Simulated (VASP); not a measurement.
# Ge (Imma) in VASP: single point with r2SCAN

Aim: the single point of Ge with r2SCAN.

Program: VASP 6.6.1. These are calculated values, not measurements. Logs are shortened: lines on timing, memory, paths and dates and some standing lists are left out, and cuts for length are marked.

## Step 1: Starting point

It takes space group Imma (No. 74, orthorhombic). The conventional cell has a = 4.992 Å, b = 5.302 Å, c = 2.874 Å, α = 90.00°, β = 90.00°, γ = 90.00°. Around Ge (site symmetry mm2) lie 6 Ge at 2.68 to 2.87 Å.

This isn't the form of Ge at room conditions, which is diamond.

## Step 2: Single point, r2SCAN

Input file POSCAR:

```
Ge
1.0
   -2.4958980000      2.6508630000      1.4369470000
    2.4958980000     -2.6508630000      1.4369470000
    2.4958980000      2.6508630000     -1.4369470000
Ge
2
Direct
    0.1859430000      0.9359430000      0.2500000000
    0.8140570000      0.0640570000      0.7500000000
```

Input file INCAR.step1:

```
SYSTEM = Ge
PREC = Accurate
ENCUT = 520
ISMEAR = 0
SIGMA = 0.1
LREAL = .False.
LASPH = .True.
NELM = 100
NBANDS = 21
GGA = PE
ALGO = Normal
EDIFF = 1E-4
LWAVE = .True.
LCHARG = .False.
```

Input file INCAR.step2:

```
SYSTEM = Ge
PREC = Accurate
ENCUT = 520
EDIFF = 1E-7
ISMEAR = 0
SIGMA = 0.1
LREAL = .False.
LASPH = .True.
NELM = 100
ALGO = Normal
ISIF = 2
LWAVE = .False.
LCHARG = .False.
METAGGA = R2SCAN
LMIXTAU = .True.
NBANDS = 21
ISTART = 1
```

Input file KPOINTS:

```
Automatic mesh
0
Gamma
  8 8 8
  0 0 0
```

Potentials or basis: VASP PAW PBE potentials, release 64 (Ge_d).

The run is started by

```
> cat potpaw_PBE.64/Ge_d/POTCAR > POTCAR
> cp INCAR.step1 INCAR
> mpirun -np 1 vasp_std > vasp.out
> cp INCAR.step2 INCAR
> mpirun -np 1 vasp_std > vasp.out
```

OUTCAR:

```text
SYSTEM = Ge
   PREC = Accurate
   ENCUT = 520
   EDIFF = 1E-7
   ISMEAR = 0
   LREAL = .False.
   LASPH = .True.
   NELM = 100
   ISIF = 2
   METAGGA = R2SCAN
   ISTART = 1

 ion  position               nearest neighbor table
   1  0.186  0.936  0.250-   2 2.68   2 2.68   2 2.72   2 2.72
   2  0.814  0.064  0.750-   1 2.68   1 2.68   1 2.72   1 2.72

  LATTYP: Found a body centered orthorhombic cell.
 ALAT       =     2.8738940000
 B/A-ratio  =     1.7369450648
 C/A-ratio  =     1.8447882907

  Lattice vectors:

 A1 = (   2.4958980000,  -2.6508630000,   1.4369470000)
 A2 = (  -2.4958980000,  -2.6508630000,  -1.4369470000)
 A3 = (   2.4958980000,   2.6508630000,  -1.4369470000)

Analysis of symmetry for initial positions (statically):
=====================================================================
 Subroutine PRICEL returns:
 Original cell was already a primitive cell.

 Routine SETGRP: Setting up the symmetry group for a
 body centered orthorhombic supercell.

 Subroutine GETGRP returns: Found  8 space group operations
 (whereof  4 operations were pure point group operations)
 out of a pool of  8 trial point group operations.

The static configuration has the point symmetry C_2h.
 The point group associated with its full space group is D_2h.

Analysis of symmetry for dynamics (positions and initial velocities):
=====================================================================
 Subroutine PRICEL returns:
 Original cell was already a primitive cell.

 Routine SETGRP: Setting up the symmetry group for a
 body centered orthorhombic supercell.

 Subroutine GETGRP returns: Found  8 space group operations
 (whereof  4 operations were pure point group operations)
 out of a pool of  8 trial point group operations.

The dynamic configuration has the point symmetry C_2h.
 The point group associated with its full space group is D_2h.

 Subroutine INISYM returns: Found  8 space group operations
 (whereof  4 operations are pure point group operations),
 and found     1 'primitive' translations

----------------------------------------------------------------------------------------

                                     Primitive cell

  volume of cell :      38.0290

  direct lattice vectors                    reciprocal lattice vectors
    -2.495898000  2.650863000  1.436947000     0.000000000  0.188617820  0.347959946
     2.495898000 -2.650863000  1.436947000     0.200328699  0.000000000  0.347959946
     2.495898000  2.650863000 -1.436947000     0.200328699  0.188617820  0.000000000

  length of vectors
     3.914255760  3.914255760  3.914255760     0.395793893  0.401506801  0.275151358

  position of ions in fractional coordinates (direct lattice)
     0.185943000  0.935943000  0.250000000
     0.814057000  0.064057000  0.750000000

  ion indices of the primitive-cell ions
   primitive index   ion index
                 1           1
                 2           2

----------------------------------------------------------------------------------------

 KPOINTS: Automatic mesh

Automatic generation of k-mesh.
 Grid dimensions read from file:
 generate k-points for:    8    8    8

 Generating k-lattice:

  Cartesian coordinates                     Fractional coordinates (reciprocal lattice)
     0.000000000  0.023577227  0.043494993     0.125000000  0.000000000  0.000000000
     0.025041087  0.000000000  0.043494993     0.000000000  0.125000000  0.000000000
     0.025041087  0.023577227  0.000000000     0.000000000  0.000000000  0.125000000

  Length of vectors
     0.049474237  0.050188350  0.034393920

  Shift w.r.t. Gamma in fractional coordinates (k-lattice)
     0.000000000  0.000000000  0.000000000

 Subroutine IBZKPT returns following result:
 ===========================================

 Found     95 irreducible k-points:

 Following reciprocal coordinates:
            Coordinates               Weight
  0.000000  0.000000  0.000000      1.000000
  0.125000  0.000000 -0.000000      4.000000
  0.250000  0.000000 -0.000000      4.000000
  0.375000  0.000000 -0.000000      4.000000
  0.500000  0.000000 -0.000000      2.000000
  0.000000  0.125000 -0.000000      4.000000
[... 16 lines left out ...]
  0.125000  0.375000 -0.000000      8.000000
  0.250000  0.375000 -0.000000      8.000000
 [... further k-points ...]
   k-points           NKPTS =     95   k-points in BZ     NKDIM =     95   number of bands    NBANDS=     21
   number of dos      NEDOS =    301   number of ions     NIONS =      2
   total plane-waves  NPLWV =  27000
   dimension x,y,z NGX =    30 NGY =   30 NGZ =   30
   dimension x,y,z NGXF=    60 NGYF=   60 NGZF=   60
   ions per type =               2
   NGX,Y,Z   is equivalent  to a cutoff of  12.74, 12.74, 12.74 a.u.
   NGXF,Y,Z  is equivalent  to a cutoff of  25.48, 25.48, 25.48 a.u.
 SYSTEM =  Ge
   PREC   = accura    normal or accurate (medium, high low for compatibility)
   ISTART =      1    job   : 0-new  1-cont  2-samecut
   ICHARG =      0    charge: 1-file 2-atom 10-const
   ISPIN  =      1    spin polarized calculation?
   LNONCOLLINEAR =      F non collinear calculations
   LSORBIT =      F    spin-orbit coupling
   LASPH  =      T    aspherical Exc in radial PAW
   ENCUT  =  520.0 eV  38.22 Ry    6.18 a.u.   7.28  7.28  7.28*2*pi/ulx,y,z
   NELM   =    100;   NELMIN=  2; NELMDL=  0     # of ELM steps
   EDIFF  = 0.1E-06   stopping-criterion for ELM
   LREAL  =      F    real-space projection
   EDIFFG = 0.1E-05   stopping-criterion for IOM
   NSW    =      0    number of steps for IOM
   IBRION =     -1    ionic relax: 0-MD 1-quasi-New 2-CG
   NFREE  =      0    steps in history (QN), initial steepest desc. (CG)
   ISIF   =      2    stress and relaxation
   ISYM   =      2    0-nonsym 1-usesym 2-fastsym
   POTIM  = 0.5000    time-step for ionic-motion
   TEBEG  =    0.0;   TEEND  =   0.0 temperature during run
   PSTRESS=    0.0 pullay stress
   NELECT =      28.0000    total number of electrons
   NUPDOWN=      -1.0000    fix difference up-down
   EMIN   =  10.00;   EMAX   =-10.00  energy-range for DOS
   EFERMI =   0.00;   METHOD = LEGACY
   ISMEAR =     0;   SIGMA  =   0.10  broadening in eV -4-tet -1-fermi 0-gaus
   EFERMI_NEDOS =   21; number of points for ismear=-14 and -15
   IALGO  =     38    algorithm
   IMIX   =      4    mixing-type and parameters
     AMIX     =   0.40;   BMIX     =  1.00
     AMIX_MAG =   1.60;   BMIX_MAG =  1.00
  volume/ion in A,a.u.               =      19.01       128.32
  Fermi-wavevector in a.u.,A,eV,Ry     =   1.478277  2.793539 29.732860  2.185304
  Thomas-Fermi vector in A             =   2.592578
   LORBIT       =      0    0 simple, 1 ext, 2 COOP (PROOUT), +10 PAW based schemes
   METAGGA = R2SCAN    functional components
   LHFCALC =     F    Hartree Fock is set to
   AEXX    =    0.0000 exact exchange contribution
   IVDW    =     0    specifies the selected vdW correction
   LEPSILON=     F    determine dielectric tensor
   LRPA    =     F    only Hartree local field effects (RPA)
 non-spin polarized calculation
 Gauss-broadening in eV      SIGMA  =   0.10
  energy-cutoff  :      520.00
  volume of cell :       38.03
 maximum number of plane-waves:      1044
 NGX is ok and might be reduce to    30
   NGX = 15   NGY = 15   NGZ = 15

 number of electron      28.0000014 magnetization

 Free energy of the ion-electron system (eV)
  ---------------------------------------------------
  ext. energy  EPLUGINS =         0.00000000
  ---------------------------------------------------
  free energy    TOTEN  =       -27.00578246 eV

  energy without entropy =      -27.00043746  energy(sigma->0) =      -27.00310996

 E-fermi :   6.3842     XC(G=0): -12.2429

 val. band max:        6.3776419921   @ k =   0.5000   0.1250   0.0000
 cond. band min:       6.3932020081   @ k =  -0.2500  -0.1250   0.1250
 fundamental gap:      0.0155600160
 Fermi energy:         6.3842155141

 k-point     1 :       0.0000    0.0000    0.0000
  band No.  band energies     occupation
      1     -19.0846      2.00000
      2     -19.0054      2.00000
      3     -19.0022      2.00000
      4     -18.9967      2.00000
      5     -18.9633      2.00000
      6     -18.9201      2.00000
[... 13 lines left out ...]
     20      17.5840      0.00000
     21      19.6798      0.00000

 k-point     2 :       0.1250    0.0000   -0.0000
  band No.  band energies     occupation
      1     -19.0726      2.00000
      2     -18.9913      2.00000
      3     -18.9888      2.00000
      4     -18.9805      2.00000
      5     -18.9666      2.00000
      6     -18.9246      2.00000
[... 13 lines left out ...]
     20      17.3763      0.00000
     21      19.3571      0.00000

 k-point     3 :       0.2500    0.0000   -0.0000
  band No.  band energies     occupation
      1     -19.0421      2.00000
      2     -18.9763      2.00000
      3     -18.9647      2.00000
      4     -18.9596      2.00000
      5     -18.9335      2.00000
      6     -18.9242      2.00000
[... 13 lines left out ...]
     20      15.2678      0.00000
     21      19.6346      0.00000

 k-point     4 :       0.3750    0.0000   -0.0000
  band No.  band energies     occupation
      1     -19.0062      2.00000
      2     -18.9768      2.00000
      3     -18.9482      2.00000
      4     -18.9448      2.00000
      5     -18.9296      2.00000
      6     -18.9258      2.00000
[... 13 lines left out ...]
     20      15.8802      0.00000
     21      21.2774      0.00000

 k-point     5 :       0.5000    0.0000   -0.0000
  band No.  band energies     occupation
      1     -18.9834      2.00000
      2     -18.9676      2.00000
      3     -18.9629      2.00000
      4     -18.9528      2.00000
      5     -18.9375      2.00000
      6     -18.9188      2.00000
[... 13 lines left out ...]
     20      17.9950      0.00000
     21      19.3708      0.00000
[... 382 lines left out ...]
     20      17.8176      0.00000
     21      18.7520      0.00000

 k-point    22 :       0.0000    0.3750   -0.0000
  band No.  band energies     occupation
      1     -19.0612      2.00000
      2     -18.9997      2.00000
      3     -18.9838      2.00000
      4     -18.9757      2.00000
      5     -18.9332      2.00000
      6     -18.8901      2.00000
[... 13 lines left out ...]
     20      16.7050      0.00000
     21      17.5962      0.00000

 k-point    23 :       0.1250    0.3750   -0.0000
  band No.  band energies     occupation
      1     -19.0568      2.00000
      2     -19.0110      2.00000
      3     -18.9881      2.00000
      4     -18.9608      2.00000
      5     -18.9231      2.00000
      6     -18.9017      2.00000
[... 13 lines left out ...]
     20      17.4079      0.00000
     21      19.1593      0.00000

 k-point    24 :       0.2500    0.3750   -0.0000
  band No.  band energies     occupation
      1     -19.0360      2.00000
      2     -19.0123      2.00000
      3     -18.9785      2.00000
      4     -18.9417      2.00000
      5     -18.9129      2.00000
      6     -18.9061      2.00000
[... 13 lines left out ...]
     20      17.8741      0.00000
     21      19.0292      0.00000

 [... further k-points ...]
[... 5 lines left out ...]
  --------------------------------------------------------------------------------------
  -------------------------------------------------------------------------------------
  Total       -0.5190079     -0.6618315     -0.0253148      0.0000000      0.0000000      0.0000000
  in kB      -21.8660171    -27.8832353     -1.0665213      0.0000000      0.0000000      0.0000000
  external PRESSURE =     -16.9385912 kB  Pullay stress =       0.0000000 kB

 VOLUME and BASIS-vectors are now :
 -----------------------------------------------------------------------------
  energy-cutoff  :      520.00
  volume of cell :       38.03
      direct lattice vectors                 reciprocal lattice vectors
    -2.495898000  2.650863000  1.436947000     0.000000000  0.188617820  0.347959946
     2.495898000 -2.650863000  1.436947000     0.200328699  0.000000000  0.347959946
     2.495898000  2.650863000 -1.436947000     0.200328699  0.188617820  0.000000000

 POSITION                                       TOTAL-FORCE (eV/Angst)
 -----------------------------------------------------------------------------------
      2.49590     -1.32543      1.25285         0.000000     -0.000000     -0.042316
      0.00000      3.97629      0.18409        -0.000000      0.000000      0.042316
 -----------------------------------------------------------------------------------
    total drift:                                0.000000      0.000000     -0.000000

  FREE ENERGIE OF THE ION-ELECTRON SYSTEM (eV)
  ---------------------------------------------------
  free  energy   TOTEN  =       -27.0057824564 eV

  energy  without entropy=      -27.0004374631  energy(sigma->0) =      -27.00310996
```

Run time: 3.5 min. Hardware: 1 thread of Intel Xeon Platinum 8559C (Emerald Rapids), shared host; peak memory 0.2 GiB.

What came out:

- Free energy: -27.0058 eV
- Pressure: -1.7 GPa
- Largest force: 0.042 eV/Å
- Band gap on the k mesh: none (metal or under the smearing width)

Forces on the atoms (eV/Å):
```
Ge   0.000  0.000 -0.042
Ge   0.000  0.000  0.042
```

Caveat: the PAW data sets were made with another functional, which shifts forces and pressure a little.
